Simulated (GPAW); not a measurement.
Consider zinc-blende (AlAs)1-x(InAs)x, x = 0.75.

```cif
data_structure
_symmetry_space_group_name_H-M 'P 1'
_symmetry_Int_Tables_number 1
_cell_length_a 8.4269
_cell_length_b 8.4269
_cell_length_c 8.4269
_cell_angle_alpha 60.000
_cell_angle_beta 60.000
_cell_angle_gamma 60.000
_cell_volume 423.15
loop_
_atom_site_label
_atom_site_type_symbol
_atom_site_fract_x
_atom_site_fract_y
_atom_site_fract_z
_atom_site_occupancy
In1 In 0.99886 0.99817 0.99924 1
As2 As 0.12551 0.12320 0.12394 1
In3 In 0.00007 0.99895 0.49941 1
As4 As 0.12477 0.12604 0.62370 1
In5 In 0.00054 0.49976 0.99983 1
As6 As 0.14254 0.61882 0.11939 1
In7 In 0.99829 0.50286 0.49974 1
As8 As 0.14241 0.61950 0.61934 1
In9 In 0.50205 0.00011 0.99871 1
As10 As 0.61946 0.14147 0.12029 1
In11 In 0.50137 0.99787 0.50095 1
As12 As 0.62057 0.14162 0.61838 1
Al13 Al 0.50128 0.50025 0.00063 1
As14 As 0.61588 0.61549 0.13484 1
Al15 Al 0.50107 0.50041 0.49883 1
As16 As 0.61409 0.61362 0.63657 1
```

Absorber: atom 6, with 1 Al at 2.47 Å and 3 In at 2.61 Å (distorted tetrahedral). Method: GPAW, PBE, excited-electron core hole (neutral cell), 16-atom cell with 8.4 Å between holes, 4×4×4 k points, dipole transitions, Gaussian full width 2.14 eV up to 4 eV, rising linearly to 3.5 eV at 25 eV.

Q: Predict the near-edge structure at the As K edge.

Main maxima up to 27 eV above the zero (height): 3.2 eV (1.46), 12.0 eV (0.87) and 22.2 eV (0.99). A K edge sees empty p states on the absorber. 

The As K spectrum (energy from the lowest empty level; intensity scaled to a mean of 1 over the first 20 eV):

```csv
E (eV),intensity
-2.00,0.02
-1.25,0.11
-0.50,0.39
0.25,0.83
1.00,1.15
1.75,1.26
2.50,1.38
3.25,1.46
4.00,1.41
4.75,1.36
5.50,1.35
6.25,1.27
7.00,1.14
7.75,0.98
8.50,0.81
9.25,0.70
10.00,0.72
10.75,0.79
11.50,0.86
12.25,0.87
13.00,0.85
13.75,0.84
14.50,0.85
15.25,0.85
16.00,0.84
16.75,0.81
17.50,0.81
18.25,0.85
19.00,0.90
19.75,0.94
20.50,0.96
21.25,0.98
22.00,0.99
22.75,0.98
23.50,0.92
24.25,0.85
25.00,0.78
25.75,0.76
26.50,0.79
27.25,0.85
```

The script folds with a Gaussian, whereas the core hole's own line is a Lorentzian, so the onset is too steep and the first peak too high.

[Banner, clock and machine lines of the logs are left out without a mark of their own.]

[Logs are printed without paths, hosts, clocks, repeated set-up lines and the standing remarks that a program may print on its own settings, such as how far it seeks lower states.]

[Hosts, paths, dates, database ids (printed as entryN), source tags and the programs' standing remarks are cut or masked in the printed files.]

[Lists of maxima count a maximum above −3 eV only where it reaches 4 % of the highest in the window and stands out from its surroundings by 2 % of it (1.5 % where it reaches 55 %); shoulders and weaker maxima are passed over, and of the rest the first, up to two pre-edge ones and the few strongest are named.]
